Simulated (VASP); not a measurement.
# Al: single point with PBEsol

Al:

```
CELL_PARAMETERS angstrom
0.04789 1.96914 2.02685
2.04326 -0.00835 2.08310
2.04058 2.02271 -0.00568
ATOMIC_POSITIONS crystal
Al 0.00598 0.98688 0.02117
```

The cell isn't the ideal one: cell strained at random at fixed volume.

```yaml
Program: VASP 6.6.1
Task: single point
Functional: PBEsol
Potentials_or_basis: VASP PAW PBE potentials, release 64 (Al)
Cutoff: 520 eV
k_mesh: 11 × 11 × 11
Occupations: fermi-dirac, width 0.05 eV
Spin: no spin polarisation
Ladder: free
Further_INCAR_settings: ALGO = Normal; EDIFF = 1e-07; NBANDS = 8
```

* Pressure: -1.7 GPa
* Band gap on the k mesh: none (metal or under the smearing width)

Stress tensor (GPa, compression positive):
```
-0.79 -0.72 -1.15
-0.72 -0.89  1.51
-1.15  1.51 -3.35
```

Levels at points of the mesh, in eV from the Fermi level:
```
           k point  band 1  band 2  band 3  band 4  band 5
(0.00, 0.00, 0.00)  -11.12   11.98   12.25   13.34   13.47
```

It took 92 s on 1 thread of Intel(R) Xeon(R) Platinum 8375C CPU @ 2.90GHz (Ice Lake), with other jobs on the host, peak memory 0.19 GiB.

Caveat: the PAW data sets were made with another functional, which shifts forces and pressure a little.
